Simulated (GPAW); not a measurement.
# HfO2 (Fm-3m) in GPAW: further runs

One crystal, HfO2, is run at these levels: PBEsol+D3(BJ)+U, AM05, RPBE+D3(BJ); tasks: equation of state, elastic constants.

Everything below comes from runs of GPAW 26.7.0. Logs are shortened: lines on timing, memory, paths and dates and some standing lists are left out, and cuts for length are marked. The log counts tension as positive stress, the text compression.

### Step 1. Starting point

It takes space group Fm-3m (No. 225, cubic). The conventional cell has a = 5.115 Å, b = 5.115 Å, c = 5.115 Å, α = 90.00°, β = 90.00°, γ = 90.00°. Hf (site symmetry m-3m) has 8 O at 2.21 Å as nearest neighbours. O (site symmetry -43m) has 4 Hf at 2.21 Å as nearest neighbours.

Measurements of this composition are mostly on another form, of space group No. 14.

### Step 2. Equation of state, PBEsol+D3(BJ)+U

run.py reads:

```python
from ase import Atoms
from ase.calculators.mixing import SumCalculator
from ase.eos import EquationOfState
from ase.io import Trajectory
from ase.units import GPa
from dftd3.ase import DFTD3
from gpaw import GPAW, PW, setup_paths

setup_paths.insert(0, '.')

atoms = Atoms(['Hf', 'O', 'O'],
              cell=[[0.0, 2.5575, 2.5575],
                    [2.5575, 0.0, 2.5575],
                    [2.5575, 2.5575, 0.0]],
              scaled_positions=[[0.0, 0.0, 0.0],
                                [0.75, 0.75, 0.75],
                                [0.25, 0.25, 0.25]],
              pbc=True)

traj = Trajectory('eos.traj', 'w')
volumes, energies = [], []
for x in [0.94, 0.96, 0.98, 1.0, 1.02, 1.04, 1.06]:
    a = atoms.copy()
    a.set_cell(atoms.cell * x**(1 / 3), scale_atoms=True)
    calc = GPAW(mode=PW(800),
                xc='PBEsol',
                kpts={'size': (9, 9, 9), 'gamma': True},
                occupations={'name': 'improved-tetrahedron-method'},
                setups={'Hf': ':d,6.5'},
                nbands=24,
                convergence={'density': 1e-05, 'energy': 1e-05},
                maxiter=150,
                txt=f'eos-{x:.2f}.txt')
    a.calc = SumCalculator([calc, DFTD3(method='pbesol', damping='d3bj')])
    energies.append(a.get_potential_energy())
    volumes.append(a.get_volume())
    p = -a.get_stress()[:3].mean() / GPa
    calc.write(f'eos-{x:.2f}.gpw')
    traj.write(a)
    print(f'{x:.2f} {volumes[-1]:10.4f} A^3 {energies[-1]:14.6f} eV {p:9.3f} GPa', flush=True)

v0, e0, B = EquationOfState(volumes, energies, eos='birchmurnaghan').fit()
print(f'V0 = {v0:.4f} A^3, E0 = {e0:.6f} eV, B0 = {B / GPa:.2f} GPa')
```

Potentials or basis: PAW data sets generated in the run's folder for this functional, pw.

Run with:

```bash
gpaw-setup -f PBEsol Hf O
OMP_NUM_THREADS=1 python run.py
```

Log:

```text
__  _  _
 | _ |_)|_||  |
 |__||  | ||/\| - 26.7.0

Input parameters:
  mode=PW(ecut=800.0),
  convergence={'density': 1e-05, 'energy': 1e-05},
  kpts=MonkhorstPack(size=(9, 9, 9), gamma=True),
  maxiter=150,
  nbands=24,
  occupations=Occupations(name='improved-tetrahedron-method'),
  setups={'Hf': ':d,6.5'},
  xc=XC(name='PBEsol')

Diagonalizing LCAO Hamiltonian
Converting LCAO to pw mode

                   O

           O

       Hf

Atoms  # Å, Bohr magnetons
|   | symbol |        x |        y |        z |    initial magnetic moments |
|---|--------|----------|----------|----------|-----------------------------|
| 0 |     Hf | 0.000000 | 0.000000 | 0.000000 | ( 0.0000,  0.0000,  0.0000) |
| 1 |      O | 3.757937 | 3.757937 | 3.757937 | ( 0.0000,  0.0000,  0.0000) |
| 2 |      O | 1.252646 | 1.252646 | 1.252646 | ( 0.0000,  0.0000,  0.0000) |

Unit cell  # Å
| periodic |        x |        y |        z |  lengths |    angles |
|----------|----------|----------|----------|----------|-----------|
|      yes | 0.000000 | 2.505291 | 2.505291 | 3.543017 | 60.000000 |
|      yes | 2.505291 | 0.000000 | 2.505291 | 3.543017 | 60.000000 |
|      yes | 2.505291 | 2.505291 | 0.000000 | 3.543017 | 60.000000 |

Number of symmetries: 48
Symmetry operations  # r_c * U_cc + t_c -> r_c
|    | kind |            matrix            |
|----|------|------------------------------|
|  0 |  σ   |  1, 0, 0,  1, 0,-1,  1,-1, 0 |
|  1 |  C2  |  1, 0, 0,  1,-1, 0,  1, 0,-1 |
|  2 |  E   |  1, 0, 0,  0, 1, 0,  0, 0, 1 |
|  3 |  σ   |  1, 0, 0,  0, 0, 1,  0, 1, 0 |
|  4 |  C4  |  1, 0,-1,  1, 0, 0,  1,-1, 0 |
|  5 |  S6  |  1, 0,-1,  1,-1, 0,  1, 0, 0 |
|  6 |  σ   |  1, 0,-1,  0, 1,-1,  0, 0,-1 |
|  7 |  C3  |  1, 0,-1,  0, 0,-1,  0, 1,-1 |
|  8 |  S6  |  1,-1, 0,  1, 0, 0,  1, 0,-1 |
|  9 |  C4  |  1,-1, 0,  1, 0,-1,  1, 0, 0 |
| 10 |  C3  |  1,-1, 0,  0,-1, 1,  0,-1, 0 |
| 11 |  σ   |  1,-1, 0,  0,-1, 0,  0,-1, 1 |
| 12 |  σ   |  0, 1, 0,  1, 0, 0,  0, 0, 1 |
| 13 |  C4  |  0, 1, 0,  0, 1,-1, -1, 1, 0 |
| 14 |  C3  |  0, 1, 0,  0, 0, 1,  1, 0, 0 |
| 15 |  S6  |  0, 1, 0, -1, 1, 0,  0, 1,-1 |
| 16 |  C2  |  0, 1,-1,  1, 0,-1,  0, 0,-1 |
| 17 |  σ   |  0, 1,-1,  0, 1, 0, -1, 1, 0 |
| 18 |  S4  |  0, 1,-1,  0, 0,-1,  1, 0,-1 |
| 19 |  C4  |  0, 1,-1, -1, 1, 0,  0, 1, 0 |
| 20 |  C3  |  0, 0, 1,  1, 0, 0,  0, 1, 0 |
| 21 |  σ   |  0, 0, 1,  0, 1, 0,  1, 0, 0 |
| 22 |  S6  |  0, 0, 1,  0,-1, 1, -1, 0, 1 |
| 23 |  C4  |  0, 0, 1, -1, 0, 1,  0,-1, 1 |
| 24 |  S4  |  0, 0,-1,  1, 0,-1,  0, 1,-1 |
| 25 |  C3  |  0, 0,-1,  0, 1,-1,  1, 0,-1 |
| 26 |  C2  |  0, 0,-1,  0,-1, 0, -1, 0, 0 |
| 27 |  S6  |  0, 0,-1, -1, 0, 0,  0,-1, 0 |
| 28 |  S4  |  0,-1, 1,  1,-1, 0,  0,-1, 0 |
| 29 |  C4  |  0,-1, 1,  0, 0, 1, -1, 0, 1 |
| 30 |  C2  |  0,-1, 1,  0,-1, 0,  1,-1, 0 |
| 31 |  σ   |  0,-1, 1, -1, 0, 1,  0, 0, 1 |
| 32 |  C3  |  0,-1, 0,  1,-1, 0,  0,-1, 1 |
| 33 |  S6  |  0,-1, 0,  0, 0,-1, -1, 0, 0 |
| 34 |  S4  |  0,-1, 0,  0,-1, 1,  1,-1, 0 |
| 35 |  C2  |  0,-1, 0, -1, 0, 0,  0, 0,-1 |
| 36 |  C2  | -1, 1, 0,  0, 1, 0,  0, 1,-1 |
| 37 |  S6  | -1, 1, 0,  0, 1,-1,  0, 1, 0 |
| 38 |  S4  | -1, 1, 0, -1, 0, 1, -1, 0, 0 |
| 39 |  C3  | -1, 1, 0, -1, 0, 0, -1, 0, 1 |
| 40 |  S6  | -1, 0, 1,  0, 0, 1,  0,-1, 1 |
| 41 |  C2  | -1, 0, 1,  0,-1, 1,  0, 0, 1 |
| 42 |  C3  | -1, 0, 1, -1, 1, 0, -1, 0, 0 |
| 43 |  S4  | -1, 0, 1, -1, 0, 0, -1, 1, 0 |
| 44 |  C2  | -1, 0, 0,  0, 0,-1,  0,-1, 0 |
| 45 |  i   | -1, 0, 0,  0,-1, 0,  0, 0,-1 |
| 46 |  σ   | -1, 0, 0, -1, 1, 0, -1, 0, 1 |
| 47 |  C2  | -1, 0, 0, -1, 0, 1, -1, 1, 0 |

BZ-sampling:
  Number of BZ points: 729
  Number of IBZ points: 35

  Monkhorst-Pack size: [9, 9, 9]
  Monkhorst-Pack shift: [0, 0, 0]

K-points  # in reciprocal-cell coordinates
|     |                                coordinates |     weight |
|-----|--------------------------------------------|------------|
|   0 | (  0.00000000,   0.00000000,   0.00000000) | 0.00137174 |
|   1 | (  0.11111111,   0.11111111,   0.00000000) | 0.00823045 |
[... 32 lines left out ...]

poisson solver:
  ecut: 6400.0  # eV

xc functional:
  name: PBEsol with 2 nearest neighbor stencil

convergence criteria:
- Maximum integral of absolute [dens]ity change: 1e-05 electrons / valence electron
- Maximum [total energy] change in last 3 cyles: 1e-05 eV / valence electron
- Maximum integral of absolute [eigenst]ate change: 4e-08 eV^2 / valence electron
maximum number of iterations: 150

SCF iterations
|iter     | |      energy | eigst |  dens |
|---------|-|-------------|-------|-------|
|iter:   1| |  -29.995843 | +0.18 |       |
|iter:   2| |  -28.735291 | -2.08 | -0.78 |
|iter:   3| |  -24.998297 | -1.00 | -0.83 |
|iter:   4| |  -25.003960 | -2.82 | -1.43 |
|iter:   5| |  -25.023666 | -3.25 | -1.72 |
|iter:   6| |  -25.024967 | -4.56 | -2.63 |
|iter:   7| |  -25.025173 | -5.58 | -3.25 |
|iter:   8| |  -25.025203c| -6.26 | -3.74 |
|iter:   9| |  -25.025203c| -7.50c| -4.69 |
|iter:  10| |  -25.025203c| -7.87c| -5.08c|

Converged in 10 steps
Energy contributions relative to reference atoms: (reference = -413830.309190)

Energy contributions:
  Kinetic:          28.699869
  Coulomb:         -30.816684
  Zero:              0.436534
  External:          0.000000
  Xc:              -23.344922
  Entropy:           0.000000
  Spinorbit:         0.000000
  ----------------------------
  Free energy:     -25.025203
  Extrapolated:    -25.025203

dipole moment: (-18.342861, -18.342861, -18.342861)  # |e|*Ang

Fermi level: 10.086
Eigenvalues  # (at kpt = [0.000, 0.000, 0.000])
| band index |      eig [eV] | occ [0-2] |
|------------|---------------|-----------|
|          0 |       -52.935 |     2.000 |
|        ... |               |           |
|          4 |        -9.683 |     2.000 |
|          5 |        -6.270 |     2.000 |
|          6 |         4.057 |     2.000 |
|          7 |         4.057 |     2.000 |
|          8 |         4.057 |     2.000 |
|          9 |         8.659 |     2.000 |
|         10 |         8.659 |     2.000 |
|         11 |         8.659 |     2.000 |
|         12 |        14.875 |     0.000 |
|         13 |        15.626 |     0.000 |
|         14 |        15.626 |     0.000 |
|         15 |        21.501 |     0.000 |
|         16 |        21.501 |     0.000 |
|         17 |        21.501 |     0.000 |
|         18 |        23.028 |     0.000 |
|         19 |        23.028 |     0.000 |
|        ... |               |           |
|         23 |        35.475 |     0.000 |

Gap: 5.027 eV
Transition (v -> c):
  (s=0, k=29, n=11, [0.44, 0.44, -0.11]) -> (s=0, k=30, n=12, [0.44, 0.44, 0.00])
Direct/indirect transitions are different
Direct gap: 5.162 eV
Transition at: (s=0, k=29, n=11, [0.44, 0.44, -0.11])

Stress tensor  # eV/Ang^3
|         x |         y |         z |
|-----------|-----------|-----------|
| -0.171686 |  0.000000 |  0.000000 |
|  0.000000 | -0.171686 | -0.000000 |
|  0.000000 | -0.000000 | -0.171686 |

# Writing to eos-0.94.gpw (mode='')
```

Wall time 2.2 min (1 thread of Intel Xeon Platinum 8488C (Sapphire Rapids), shared host); peak memory 0.26 GiB.

Results:

| Property | Result |
| --- | --- |
| Equilibrium volume | 11.38 Å³/atom |
| Bulk modulus | 247 GPa |
| Pressure derivative of the bulk modulus | 4.1 |

Energy against volume, from the lowest point:
| volume (Å³/atom) | energy (meV/atom) |
| --- | --- |
| 10.483 | 62.85 |
| 10.706 | 34.26 |
| 10.929 | 14.82 |
| 11.152 | 3.69 |
| 11.375 | 0.00 |
| 11.598 | 3.06 |
| 11.821 | 12.29 |

The run has no spin-orbit coupling, so splittings on Hf are missing. Zero-point motion and thermal expansion aren't in these numbers.

### Step 3. Elastic constants, AM05, 11.15 Å³/atom

run.py reads:

```python
import json
import numpy as np
import spglib
from ase.constraints import FixSymmetry
from ase.filters import FrechetCellFilter
from ase.io import write
from ase.optimize import BFGS
from ase.spacegroup import crystal
from ase.stress import full_3x3_to_voigt_6_stress, voigt_6_to_full_3x3_strain, voigt_6_to_full_3x3_stress
from ase.units import GPa
from gpaw import GPAW, PW, setup_paths

setup_paths.insert(0, '.')

# Hf 4a
# O 8c
atoms = crystal(['Hf', 'O'],
                basis=[[0.0, 0.0, 0.0],
                       [0.25, 0.25, 0.75]],
                spacegroup=225, setting=1,  # Fm-3m
                cellpar=[5.115, 5.115, 5.115, 90.0, 90.0, 90.0],
                primitive_cell=True)

calc = GPAW(mode=PW(800),
            xc='AM05',
            kpts={'size': (8, 8, 8), 'gamma': True},
            occupations={'name': 'fermi-dirac', 'width': 0.05},
            nbands=31,
            convergence={'density': 1e-06, 'eigenstates': 1e-09},
            maxiter=50,
            txt='gpaw.txt')
atoms.calc = calc
atoms.set_constraint(FixSymmetry(atoms))
BFGS(FrechetCellFilter(atoms), trajectory='relax.traj', logfile='-').run(fmax=0.005, steps=40)
atoms.set_constraint()
energy = atoms.get_potential_energy()
forces = atoms.get_forces()
stress = atoms.get_stress()
calc.write('gs.gpw')
write('result.traj', atoms)
print('Cell:', atoms.cell.cellpar().round(4))
print(atoms.get_scaled_positions().round(5))

gpts = tuple(int(n) for n in calc.get_number_of_grid_points())
cell = atoms.cell[:].T
dataset = spglib.get_symmetry((atoms.cell[:], atoms.get_scaled_positions(), atoms.numbers), symprec=1e-4)
rotations = [cell @ w @ np.linalg.inv(cell) for w in dataset['rotations']]
strains, clamped, relaxed = [], [], []
for v in [0, 3]:
    for e in (-0.005, 0.005):
        voigt = np.zeros(6)
        voigt[v] = e
        F = voigt_6_to_full_3x3_strain(voigt)
        a = atoms.copy()
        a.set_cell(atoms.cell[:] @ F, scale_atoms=True)
        c = GPAW(mode=PW(800),
                 xc='AM05',
                 kpts={'size': (8, 8, 8), 'gamma': True},
                 occupations={'name': 'fermi-dirac', 'width': 0.05},
                 nbands=31,
                 convergence={'density': 1e-06, 'eigenstates': 1e-09},
                 maxiter=50,
                 gpts=gpts,
                 txt=f'strain-{v}{e:+.3f}.txt')
        a.calc = c
        s0 = s1 = a.get_stress() - stress
        BFGS(a, logfile=None).run(fmax=0.003, steps=25)
        s1 = a.get_stress() - stress
        print(v, e, 'clamped', (s0 / GPa).round(3), 'relaxed', (s1 / GPa).round(3), flush=True)
        for R in rotations:  # images under the point group
            eps = R @ (F - np.eye(3)) @ R.T
            strains.append(full_3x3_to_voigt_6_stress(eps) * [1, 1, 1, 2, 2, 2])
            for s, rows in ((s0, clamped), (s1, relaxed)):
                rows.append(full_3x3_to_voigt_6_stress(R @ voigt_6_to_full_3x3_stress(s) @ R.T))

C0, C = (np.linalg.lstsq(np.array(strains), np.array(s), rcond=None)[0].T / GPa for s in (clamped, relaxed))
print('Clamped-ion Cij (GPa):')
print(C0.round(1))
print('Relaxed-ion Cij (GPa):')
print(C.round(1))
json.dump({'clamped': C0.tolist(), 'relaxed': C.tolist()}, open('elastic.json', 'w'))
```

Potentials or basis: PAW data sets generated in the run's folder for this functional, pw.

Run with:

```bash
gpaw-setup -f AM05 Hf O
OMP_NUM_THREADS=1 python run.py
```

Wall time 4.6 min (1 thread of AMD EPYC 9B45 (Zen 5), shared host); peak memory 0.5 GiB.

It converged, with:

```
Free energy                                  : -28.7762 eV
Relaxed volume                               : 10.70 Å³/atom
Relaxed cell                                 : a = 3.568 Å, b = 3.568 Å, c = 3.568 Å, α = 60.00°, β = 60.00°, γ = 60.00°
Space group after relaxing (to 0.05 Å)       : Fm-3m (No. 225)
Pressure after relaxing                      : 0.0 GPa
Band gap on the k mesh                       : 3.75 eV, direct
Elastic constants C11, C12, C44              : 583, 112, 73 GPa
Voigt bulk modulus                           : 269 GPa
Bulk modulus (Hill)                          : 269 GPa
Shear modulus (Hill)                         : 119 GPa
Young's modulus                              : 312 GPa
Poisson's ratio (from the elastic constants) : 0.31
```

Caveat: the density grid can change from cell to cell, which puts small steps into energies and stress; spin-orbit coupling is left out, which moves the levels of the heavy elements.

### Step 4. Elastic constants, RPBE+D3(BJ), 11.15 Å³/atom

Changes to run.py since step 3:

```diff
@@ -3,2 +3,4 @@
 import spglib
+from ase import Atoms
+from ase.calculators.mixing import SumCalculator
 from ase.constraints import FixSymmetry
@@ -7,27 +9,26 @@
 from ase.optimize import BFGS
-from ase.spacegroup import crystal
 from ase.stress import full_3x3_to_voigt_6_stress, voigt_6_to_full_3x3_strain, voigt_6_to_full_3x3_stress
 from ase.units import GPa
-from gpaw import GPAW, PW, setup_paths
+from dftd3.ase import DFTD3
+from gpaw import GPAW, PW
 
-setup_paths.insert(0, '.')
+atoms = Atoms(['Hf', 'O', 'O'],
+              cell=[[0.0, 2.5575, 2.5575],
+                    [2.5575, 0.0, 2.5575],
+                    [2.5575, 2.5575, 0.0]],
+              scaled_positions=[[0.0, 0.0, 0.0],
+                                [0.75, 0.75, 0.75],
+                                [0.25, 0.25, 0.25]],
+              pbc=True)
 
-# Hf 4a
-# O 8c
-atoms = crystal(['Hf', 'O'],
-                basis=[[0.0, 0.0, 0.0],
-                       [0.25, 0.25, 0.75]],
-                spacegroup=225, setting=1,  # Fm-3m
-                cellpar=[5.115, 5.115, 5.115, 90.0, 90.0, 90.0],
-                primitive_cell=True)
-
-calc = GPAW(mode=PW(800),
-            xc='AM05',
-            kpts={'size': (8, 8, 8), 'gamma': True},
+calc = GPAW(mode=PW(640),
+            xc='RPBE',
+            kpts={'size': (9, 9, 9), 'gamma': True},
             occupations={'name': 'fermi-dirac', 'width': 0.05},
-            nbands=31,
+            nbands=24,
             convergence={'density': 1e-06, 'eigenstates': 1e-09},
-            maxiter=50,
+            random=True,
+            maxiter=60,
             txt='gpaw.txt')
-atoms.calc = calc
+atoms.calc = SumCalculator([calc, DFTD3(method='rpbe', damping='d3bj')])
 atoms.set_constraint(FixSymmetry(atoms))
@@ -55,12 +56,13 @@
         a.set_cell(atoms.cell[:] @ F, scale_atoms=True)
-        c = GPAW(mode=PW(800),
-                 xc='AM05',
-                 kpts={'size': (8, 8, 8), 'gamma': True},
+        c = GPAW(mode=PW(640),
+                 xc='RPBE',
+                 kpts={'size': (9, 9, 9), 'gamma': True},
                  occupations={'name': 'fermi-dirac', 'width': 0.05},
-                 nbands=31,
+                 nbands=24,
                  convergence={'density': 1e-06, 'eigenstates': 1e-09},
-                 maxiter=50,
+                 random=True,
+                 maxiter=60,
                  gpts=gpts,
                  txt=f'strain-{v}{e:+.3f}.txt')
-        a.calc = c
+        a.calc = SumCalculator([c, DFTD3(method='rpbe', damping='d3bj')])
         s0 = s1 = a.get_stress() - stress
```

Potentials or basis: the program's PAW data sets (release 1.2.1) made for this functional, pw.

Run with:

```bash
OMP_NUM_THREADS=1 python run.py
```

It took 9.6 min on 1 thread of AMD EPYC 7B13 (Zen 3), shared host; peak memory 0.43 GiB.

Results (log left out):

| Quantity | Value |
| --- | --- |
| Free energy | -30.6294 eV |
| Relaxed volume | 10.24 Å³/atom |
| Relaxed cell | a = 3.515 Å, b = 3.515 Å, c = 3.515 Å, α = 60.00°, β = 60.00°, γ = 60.00° |
| Space group after relaxing (to 0.05 Å) | Fm-3m (No. 225) |
| Pressure after relaxing | 0.0 GPa |
| Band gap on the k mesh | 4.12 eV, indirect (least direct gap 4.29 eV) |
| Elastic constants C11, C12, C44 | 638, 143, 86 GPa |
| Voigt bulk modulus | 308 GPa |
| Bulk modulus (Hill) | 308 GPa |
| Shear modulus (Hill) | 133 GPa |
| Young's modulus | 349 GPa |
| Poisson's ratio (from the elastic constants) | 0.31 |
| Dispersion energy per atom | -1.391 eV |

Caveat: the cutoff is short for stress and forces, so pressures can be off by a GPa or more; the density grid can change from cell to cell, which puts small steps into energies and stress; spin-orbit coupling is left out, which moves the levels of the heavy elements; an odd mesh through Γ misses points on the zone boundary, where band edges often lie.
